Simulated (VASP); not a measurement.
Wanted: the native input for a VASP 6.6.1 run.

- Task: single point
- Functional: PBEsol
- Potentials or basis: VASP PAW PBE potentials, release 64 (W_sv, S)
- Cutoff: 520 eV
- k mesh: 12 × 12 × 12
- Occupations: gaussian, width 0.05 eV
- Spin: no spin polarisation
- Dipole correction: no
- Further INCAR settings: ALGO = Fast; EDIFF = 1e-07; NBANDS = 20

The structure of WS2 lies in POSCAR:

```
WS2
1.0
    1.5790003843      0.9116362969      6.1633300000
   -1.5790003843      0.9116362969      6.1633300000
    0.0000000000     -1.8232725938      6.1633300000
W S
1 2
Direct
    0.0000000000      0.0000000000      0.0000000000
    0.7503000000      0.7503000000      0.7503000000
    0.5810000000      0.5810000000      0.5810000000
```

Measurements of this composition are mostly on another form, of space group No. 194.

One way to write it, as run:

INCAR

```
SYSTEM = WS2
PREC = Accurate ; ENCUT = 520
EDIFF = 1E-7 ; ISMEAR = 0
SIGMA = 0.05 ; LREAL = .False.
LASPH = .True. ; NELM = 100
ALGO = Fast ; ISIF = 2
LWAVE = .False. ; LCHARG = .False.
GGA = PS ; NBANDS = 20
```

KPOINTS

```
Automatic mesh
0
Gamma
  12 12 12
  0 0 0
```

Potentials or basis: VASP PAW PBE potentials, release 64 (W_sv, S).

The run is started by

```console
$ cat potpaw_PBE.64/W_sv/POTCAR potpaw_PBE.64/S/POTCAR > POTCAR
$ mpirun -np 1 vasp_std > vasp.out
```

Results of the run:

```
Pressure               : -0.5 GPa
Largest force          : 0.601 eV/Å
Band gap on the k mesh : 0.99 eV, indirect (least direct gap 1.89 eV)
```

Caveat: the PAW data sets were made with another functional, which shifts forces and pressure a little; spin-orbit coupling is left out, which moves the levels of the heavy elements.

Wall time 5.5 min on 1 thread of Intel(R) Xeon(R) 6975P-C (Granite Rapids), with other jobs on the host, peak memory 0.44 GiB.
